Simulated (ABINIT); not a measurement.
Crystal: PbSe (Clausthalite).

```
Pb Se
1.0
     0.00000    3.06065    3.06065
     3.06065    0.00000    3.06065
     3.06065    3.06065    0.00000
Pb Se
1 1
Direct
  0.00000 0.00000 0.00000
  0.50000 0.50000 0.50000
```

| Quantity | Value |
| --- | --- |
| Program | ABINIT 10.8.3 (patched build) |
| Task | relaxation of cell and atoms |
| Functional | LDA |
| Potentials or basis | PseudoDojo NC SR LDA v0.4.1 standard |
| Cutoff | 1170 eV |
| k mesh | 6 × 6 × 6 |
| Occupations | fermi-dirac, width 0.05 eV |
| Spin | no spin polarisation |

At the start: pressure -2.2 GPa; volume 28.67 Å³/atom.

Q: Where does the relaxation end?

A: Over 4 steps the energy falls by 8.5 meV/atom and the volume is 27.47 Å³/atom (-4.2 %); space group Fm-3m (No. 225, to 0.05 Å).

The path:
```tsv
step	energy change (eV)	largest force (eV/Å)	pressure (GPa)	volume (Å³)
1	0.0000	0.0000	-2.20	57.34
2	-0.0049	0.0000	-1.88	56.96
3	-0.0170	0.0000	0.09	54.85
4	-0.0171	0.0000	0.00	54.94
```

Final structure:
```
CELL_PARAMETERS angstrom
0.00000 3.01735 3.01735
3.01735 0.00000 3.01735
3.01735 3.01735 0.00000
ATOMIC_POSITIONS crystal
Pb 0.00000 0.00000 0.00000
Se 0.50000 0.50000 0.50000
```

The cell as given is a measured one (28.67 Å³/atom); LDA puts the equilibrium volume -4.2 % from it, thermal expansion not counted.
